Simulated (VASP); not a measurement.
# InP (F-43m) in VASP: notebook

The runs below take InP through relaxation of cell and atoms, with r2SCAN.

All numbers are computed with VASP 6.6.1; they aren't measurements. Logs are shortened: lines on timing, memory, paths and dates and some standing lists are left out, and cuts for length are marked.

## Step 1: Starting point

Symmetry: F-43m, No. 216, cubic system. Conventional cell: a = 5.861 Å, b = 5.861 Å, c = 5.861 Å, α = 90.00°, β = 90.00°, γ = 90.00°. In (site symmetry -43m) has 4 P at 2.54 Å as nearest neighbours. P (site symmetry -43m) has 4 In at 2.54 Å as nearest neighbours.

## Step 2: Relaxation of cell and atoms, r2SCAN

INCAR reads:

```
SYSTEM = InP
ALGO     = Normal         ! electronic algorithm
EDIFF    = 1E-6           ! SCF threshold, eV
EDIFFG   = -0.01          ! ionic threshold
ENCUT    = 600            ! plane-wave cutoff, eV
IBRION   = 2              ! ionic algorithm
ISIF     = 3              ! what is computed and relaxed
ISMEAR   = 0              ! smearing method
LASPH    = .TRUE.         ! aspherical terms in the spheres
LCHARG   = .FALSE.        ! write CHGCAR
LMIXTAU  = .TRUE.       
LREAL    = .FALSE.        ! projectors in reciprocal space
LWAVE    = .FALSE.        ! write WAVECAR
METAGGA  = R2SCAN         ! meta-GGA
NELM     = 80             ! most SCF steps
NSW      = 90             ! ionic steps
PREC     = Accurate       ! precision mode
SIGMA    = 0.03           ! smearing width, eV
```

KPOINTS reads:

```
k-points
0
G
  8 8 8
  0 0 0
```

POSCAR reads:

```
InP
1.0
    0.0000000000      2.9305000000      2.9305000000
    2.9305000000      0.0000000000      2.9305000000
    2.9305000000      2.9305000000      0.0000000000
In P
1 1
Direct
    0.0000000000      0.0000000000      0.0000000000
    0.2500000000      0.2500000000      0.2500000000
```

Potentials or basis: VASP PAW PBE potentials, release 64 (In_d, P).

On the command line:

```sh
$ cat potpaw_PBE.64/In_d/POTCAR potpaw_PBE.64/P/POTCAR > POTCAR
$ mpirun -np 1 vasp_std > vasp.out
```

OUTCAR:

```text
SYSTEM = InP
   EDIFF = 1E-6
   EDIFFG = -0.01
   ENCUT = 600
   IBRION = 2
   ISIF = 3
   ISMEAR = 0
   LASPH = .TRUE.
   LREAL = .FALSE.
   METAGGA = R2SCAN
   NELM = 80
   NSW = 90
   PREC = Accurate

 ion  position               nearest neighbor table
   1  0.000  0.000  0.000-   2 2.54   2 2.54   2 2.54   2 2.54
   2  0.250  0.250  0.250-   1 2.54   1 2.54   1 2.54   1 2.54

  LATTYP: Found a face centered cubic cell.
 ALAT       =     5.8610000000

  Lattice vectors:

 A1 = (   0.0000000000,   2.9305000000,   2.9305000000)
 A2 = (   2.9305000000,   0.0000000000,   2.9305000000)
 A3 = (   2.9305000000,   2.9305000000,   0.0000000000)

Analysis of symmetry for initial positions (statically):
=====================================================================
 Subroutine PRICEL returns:
 Original cell was already a primitive cell.

 Routine SETGRP: Setting up the symmetry group for a
 face centered cubic supercell.

 Subroutine GETGRP returns: Found 24 space group operations
 (whereof 24 operations were pure point group operations)
 out of a pool of 48 trial point group operations.

The static configuration has the point symmetry T_d .

Analysis of symmetry for dynamics (positions and initial velocities):
=====================================================================
 Subroutine PRICEL returns:
 Original cell was already a primitive cell.

 Routine SETGRP: Setting up the symmetry group for a
 face centered cubic supercell.

 Subroutine GETGRP returns: Found 24 space group operations
 (whereof 24 operations were pure point group operations)
 out of a pool of 48 trial point group operations.

The dynamic configuration has the point symmetry T_d .

 Subroutine INISYM returns: Found 24 space group operations
 (whereof 24 operations are pure point group operations),
 and found     1 'primitive' translations

----------------------------------------------------------------------------------------

                                     Primitive cell

  volume of cell :      50.3333

  direct lattice vectors                    reciprocal lattice vectors
     0.000000000  2.930500000  2.930500000    -0.170619348  0.170619348  0.170619348
     2.930500000  0.000000000  2.930500000     0.170619348 -0.170619348  0.170619348
     2.930500000  2.930500000  0.000000000     0.170619348  0.170619348 -0.170619348

  length of vectors
     4.144352845  4.144352845  4.144352845     0.295521380  0.295521380  0.295521380

  position of ions in fractional coordinates (direct lattice)
     0.000000000  0.000000000  0.000000000
     0.250000000  0.250000000  0.250000000

  ion indices of the primitive-cell ions
   primitive index   ion index
                 1           1
                 2           2

----------------------------------------------------------------------------------------

 KPOINTS: k-points

Automatic generation of k-mesh.
 Grid dimensions read from file:
 generate k-points for:    8    8    8

 Generating k-lattice:

  Cartesian coordinates                     Fractional coordinates (reciprocal lattice)
    -0.021327419  0.021327419  0.021327419     0.125000000  0.000000000  0.000000000
     0.021327419 -0.021327419  0.021327419     0.000000000  0.125000000  0.000000000
     0.021327419  0.021327419 -0.021327419     0.000000000  0.000000000  0.125000000

  Length of vectors
     0.036940172  0.036940172  0.036940172

  Shift w.r.t. Gamma in fractional coordinates (k-lattice)
     0.000000000  0.000000000  0.000000000

 Subroutine IBZKPT returns following result:
 ===========================================

 Found     29 irreducible k-points:

 Following reciprocal coordinates:
            Coordinates               Weight
  0.000000  0.000000  0.000000      1.000000
  0.125000  0.000000  0.000000      8.000000
  0.250000  0.000000  0.000000      8.000000
  0.375000  0.000000  0.000000      8.000000
  0.500000  0.000000  0.000000      4.000000
  0.125000  0.125000  0.000000      6.000000
[... 16 lines left out ...]
  0.500000  0.250000  0.125000     48.000000
 -0.375000  0.250000  0.125000     24.000000
 [... further k-points ...]
   k-points           NKPTS =     29   k-points in BZ     NKDIM =     29   number of bands    NBANDS=     13
   number of dos      NEDOS =    301   number of ions     NIONS =      2
   total plane-waves  NPLWV =  46656
   dimension x,y,z NGX =    36 NGY =   36 NGZ =   36
   dimension x,y,z NGXF=    72 NGYF=   72 NGZF=   72
   ions per type =               1   1
   NGX,Y,Z   is equivalent  to a cutoff of  14.44, 14.44, 14.44 a.u.
   NGXF,Y,Z  is equivalent  to a cutoff of  28.88, 28.88, 28.88 a.u.
 SYSTEM =  InP
   PREC   = accura    normal or accurate (medium, high low for compatibility)
   ISTART =      0    job   : 0-new  1-cont  2-samecut
   ICHARG =      2    charge: 1-file 2-atom 10-const
   ISPIN  =      1    spin polarized calculation?
   LNONCOLLINEAR =      F non collinear calculations
   LSORBIT =      F    spin-orbit coupling
   LASPH  =      T    aspherical Exc in radial PAW
   ENCUT  =  600.0 eV  44.10 Ry    6.64 a.u.   8.28  8.28  8.28*2*pi/ulx,y,z
   NELM   =     80;   NELMIN=  2; NELMDL= -5     # of ELM steps
   EDIFF  = 0.1E-05   stopping-criterion for ELM
   LREAL  =      F    real-space projection
   EDIFFG = -.1E-01   stopping-criterion for IOM
   NSW    =     90    number of steps for IOM
   IBRION =      2    ionic relax: 0-MD 1-quasi-New 2-CG
   NFREE  =      1    steps in history (QN), initial steepest desc. (CG)
   ISIF   =      3    stress and relaxation
   ISYM   =      2    0-nonsym 1-usesym 2-fastsym
   POTIM  = 0.5000    time-step for ionic-motion
   TEBEG  =    0.0;   TEEND  =   0.0 temperature during run
   PSTRESS=    0.0 pullay stress
   NELECT =      18.0000    total number of electrons
   NUPDOWN=      -1.0000    fix difference up-down
   EMIN   =  10.00;   EMAX   =-10.00  energy-range for DOS
   EFERMI =   0.00;   METHOD = LEGACY
   ISMEAR =     0;   SIGMA  =   0.03  broadening in eV -4-tet -1-fermi 0-gaus
   EFERMI_NEDOS =   21; number of points for ismear=-14 and -15
   IALGO  =     38    algorithm
   IMIX   =      4    mixing-type and parameters
     AMIX     =   0.40;   BMIX     =  1.00
     AMIX_MAG =   1.60;   BMIX_MAG =  1.00
  volume/ion in A,a.u.               =      25.17       169.83
  Fermi-wavevector in a.u.,A,eV,Ry     =   1.162021  2.195901 18.371846  1.350293
  Thomas-Fermi vector in A             =   2.298587
   LORBIT       =      0    0 simple, 1 ext, 2 COOP (PROOUT), +10 PAW based schemes
   METAGGA = R2SCAN    functional components
   LHFCALC =     F    Hartree Fock is set to
   AEXX    =    0.0000 exact exchange contribution
   IVDW    =     0    specifies the selected vdW correction
   LEPSILON=     F    determine dielectric tensor
   LRPA    =     F    only Hartree local field effects (RPA)
 conjugate gradient relaxation of ions
 non-spin polarized calculation
 Gauss-broadening in eV      SIGMA  =   0.03
  energy-cutoff  :      600.00
  volume of cell :       50.33
 maximum number of plane-waves:      1700
 NGX is ok and might be reduce to    36
   NGX = 17   NGY = 17   NGZ = 17

--------------------------------------- Ionic step        1  -------------------------------------------

 number of electron      17.9999998 magnetization

 Free energy of the ion-electron system (eV)
  ---------------------------------------------------
  ext. energy  EPLUGINS =         0.00000000
  ---------------------------------------------------
  free energy    TOTEN  =       -32.29270640 eV

  energy without entropy =      -32.29270640  energy(sigma->0) =      -32.29270640

------------------------ aborting loop because EDIFF is reached ----------------------------------------

  FORCE on cell =-STRESS in cart. coord.  units (eV):
  Direction    XX          YY          ZZ          XY          YZ          ZX
  --------------------------------------------------------------------------------------
  -------------------------------------------------------------------------------------
  Total        0.5096757      0.5096757      0.5096757      0.0000000     -0.0000000      0.0000000
  in kB       16.2236798     16.2236798     16.2236798      0.0000000     -0.0000000      0.0000000
  external PRESSURE =      16.2236798 kB  Pullay stress =       0.0000000 kB

 VOLUME and BASIS-vectors are now :
 -----------------------------------------------------------------------------
  energy-cutoff  :      600.00
  volume of cell :       50.33
      direct lattice vectors                 reciprocal lattice vectors
     0.000000000  2.930500000  2.930500000    -0.170619348  0.170619348  0.170619348
     2.930500000  0.000000000  2.930500000     0.170619348 -0.170619348  0.170619348
     2.930500000  2.930500000  0.000000000     0.170619348  0.170619348 -0.170619348
[... 37 lines left out ...]
 POSITION                                       TOTAL-FORCE (eV/Angst)
 -----------------------------------------------------------------------------------
      0.00000      0.00000      0.00000         0.000000     -0.000000      0.000000
      1.48326      1.48326      1.48326        -0.000000      0.000000     -0.000000
 -----------------------------------------------------------------------------------
    total drift:                               -0.000003     -0.000003     -0.000003

  FREE ENERGIE OF THE ION-ELECTRON SYSTEM (eV)
  ---------------------------------------------------
  free  energy   TOTEN  =       -32.2959405462 eV

  energy  without entropy=      -32.2959405462  energy(sigma->0) =      -32.29594055

--------------------------------------- Ionic step        3  -------------------------------------------

 number of electron      17.9999998 magnetization

 Free energy of the ion-electron system (eV)
  ---------------------------------------------------
  ext. energy  EPLUGINS =         0.00000000
  ---------------------------------------------------
  free energy    TOTEN  =       -32.29823060 eV

  energy without entropy =      -32.29823060  energy(sigma->0) =      -32.29823060

 E-fermi :   4.9335     XC(G=0):  -9.7786

 val. band max:        4.7727283885   @ k =   0.0000   0.0000   0.0000
 cond. band min:       5.8131806525   @ k =   0.0000   0.0000   0.0000
 fundamental gap:      1.0404522640
 Fermi energy:         4.9334842437

 k-point     1 :       0.0000    0.0000    0.0000
  band No.  band energies     occupation
      1      -9.8417      2.00000
      2      -9.8417      2.00000
      3      -9.8417      2.00000
      4      -9.6742      2.00000
      5      -9.6742      2.00000
      6      -7.0742      2.00000
      7       4.7727      2.00000
      8       4.7727      2.00000
      9       4.7727      2.00000
     10       5.8132      0.00000
     11       9.2131      0.00000
     12       9.2131      0.00000
     13       9.2131      0.00000

 k-point     2 :       0.1250    0.0000    0.0000
  band No.  band energies     occupation
      1      -9.8616      2.00000
      2      -9.8342      2.00000
      3      -9.8342      2.00000
      4      -9.6741      2.00000
      5      -9.6741      2.00000
      6      -6.8923      2.00000
      7       3.2766      2.00000
      8       4.5883      2.00000
      9       4.5883      2.00000
     10       6.7215      0.00000
     11       9.3584      0.00000
[... 339 lines left out ...]
 k-point    24 :      -0.3750    0.2500    0.1250
  band No.  band energies     occupation
      1      -9.9812      2.00000
      2      -9.7902      2.00000
      3      -9.7718      2.00000
      4      -9.6798      2.00000
      5      -9.6616      2.00000
      6      -5.0247      2.00000
      7      -0.7977      2.00000
      8       2.0860      2.00000
      9       3.1389      2.00000
     10       8.2515      0.00000
     11       9.2808      0.00000
     12      11.0421      0.00000
     13      12.4061      0.00000

 [... further k-points ...]
[... 5 lines left out ...]
  --------------------------------------------------------------------------------------
  -------------------------------------------------------------------------------------
  Total        0.0058229      0.0058229      0.0058229      0.0000000      0.0000000      0.0000000
  in kB        0.1813200      0.1813200      0.1813200      0.0000000      0.0000000      0.0000000
  external PRESSURE =       0.1813200 kB  Pullay stress =       0.0000000 kB

 VOLUME and BASIS-vectors are now :
 -----------------------------------------------------------------------------
  energy-cutoff  :      600.00
  volume of cell :       51.45
      direct lattice vectors                 reciprocal lattice vectors
    -0.000000000  2.952064674  2.952064674    -0.169372983  0.169372983  0.169372983
     2.952064674 -0.000000000  2.952064674     0.169372983 -0.169372983  0.169372983
     2.952064674  2.952064674  0.000000000     0.169372983  0.169372983 -0.169372983

 POSITION                                       TOTAL-FORCE (eV/Angst)
 -----------------------------------------------------------------------------------
      0.00000      0.00000      0.00000        -0.000000     -0.000000     -0.000000
      1.47603      1.47603      1.47603         0.000000      0.000000      0.000000
 -----------------------------------------------------------------------------------
    total drift:                               -0.000003     -0.000003     -0.000003

  FREE ENERGIE OF THE ION-ELECTRON SYSTEM (eV)
  ---------------------------------------------------
  free  energy   TOTEN  =       -32.2982305984 eV

  energy  without entropy=      -32.2982305984  energy(sigma->0) =      -32.29823060

 reached required accuracy - stopping structural energy minimisation
```

Wall time 4.5 min (1 thread of Intel Xeon Platinum 8259CL at 2.50GHz (Skylake/Cascade Lake), shared host); peak memory 0.24 GiB.

What came out:

```yaml
Free_energy: -32.2982 eV
Relaxed_volume: 25.73 Å³/atom
Relaxed_cell: a = 4.175 Å, b = 4.175 Å, c = 4.175 Å, α = 60.00°, β = 60.00°, γ = 60.00°
Space_group_after_relaxing_to_0.05_Å: F-43m (No. 216)
Energy_gained_by_relaxing: 2.8 meV/atom
Ionic_steps: 3
Pressure_after_relaxing: 0.0 GPa
Band_gap_on_the_k_mesh: 1.04 eV, direct
```

Step by step:
| step | energy change (eV) | largest force (eV/Å) | pressure (GPa) | volume (Å³) |
| --- | --- | --- | --- | --- |
| 1 | 0.0000 | 0.0000 | 1.62 | 50.33 |
| 2 | -0.0032 | 0.0000 | -0.91 | 52.21 |
| 3 | -0.0055 | 0.0000 | 0.02 | 51.45 |

Final structure:
```
In P
1.0
     0.00000    2.95206    2.95206
     2.95206    0.00000    2.95206
     2.95206    2.95206    0.00000
In P
1 1
Direct
  0.00000 0.00000 0.00000
  0.25000 0.25000 0.25000
```

Caveat: the PAW data sets were made with another functional, which shifts forces and pressure a little; spin-orbit coupling is left out, which moves the levels of the heavy elements. r2SCAN opens gaps a little over a GGA but as a rule still falls short of measured ones.

## Step 3: Relaxation of cell and atoms, r2SCAN

This run uses another cell than the first one, of 25.73 Å³/atom, 1.022 times its volume.

Edit INCAR of step 2 so:

```diff
@@ -2,4 +2,4 @@
 ALGO     = Normal         ! electronic algorithm
-EDIFF    = 1E-6           ! SCF threshold, eV
-EDIFFG   = -0.01          ! ionic threshold
+EDIFF    = 1E-7           ! SCF threshold, eV
+EDIFFG   = -0.005         ! ionic threshold
 ENCUT    = 600            ! plane-wave cutoff, eV
```

KPOINTS is that of step 2.

POSCAR reads:

```
InP                                     
1.0
   -0.0000000000      2.9520646736      2.9520646736
    2.9520646736     -0.0000000000      2.9520646736
    2.9520646736      2.9520646736      0.0000000000
  In              P             
     1     1
Direct
     0.0000000000000000    0.0000000000000000    0.0000000000000000
     0.2500000000000000    0.2500000000000000    0.2500000000000000
```

Potentials or basis: VASP PAW PBE potentials, release 64 (In_d, P).

On the command line:

```sh
$ cat potpaw_PBE.64/In_d/POTCAR potpaw_PBE.64/P/POTCAR > POTCAR
$ mpirun -np 1 vasp_std > vasp.out
```

Run time: 4.7 min. Hardware: 1 thread of Intel Xeon Platinum 8259CL at 2.50GHz (Skylake/Cascade Lake), shared host; peak memory 0.24 GiB.

The run converged. Its results:

```yaml
Free_energy: -32.2984 eV
Relaxed_volume: 25.73 Å³/atom
Relaxed_cell: a = 4.175 Å, b = 4.175 Å, c = 4.175 Å, α = 60.00°, β = 60.00°, γ = 60.00°
Space_group_after_relaxing_to_0.05_Å: F-43m (No. 216)
Energy_gained_by_relaxing: 0.0 meV/atom
Ionic_steps: 3
Pressure_after_relaxing: 0.0 GPa
Band_gap_on_the_k_mesh: 1.04 eV, direct
```

Final structure:
```
In P
1.0
     0.00000    2.95233    2.95233
     2.95233    0.00000    2.95233
     2.95233    2.95233    0.00000
In P
1 1
Direct
  0.00000 0.00000 0.00000
  0.25000 0.25000 0.25000
```

Levels at points of the mesh, in eV from the valence-band top:
```tsv
k point	band 6	band 7	band 8	band 9	band 10	band 11	band 12	band 13
(0.00, 0.00, 0.00)	-11.85	0.00	0.00	0.00	1.04	4.44	4.44	4.44
(0.50, 0.00, 0.00)	-10.11	-5.76	-0.98	-0.98	1.81	5.16	5.16	7.50
(0.50, 0.50, 0.00)	-9.46	-5.78	-2.33	-2.33	2.04	2.55	9.74	10.16
```

Caveat: the PAW data sets were made with another functional, which shifts forces and pressure a little; spin-orbit coupling is left out, which moves the levels of the heavy elements. r2SCAN opens gaps a little over a GGA but as a rule still falls short of measured ones.
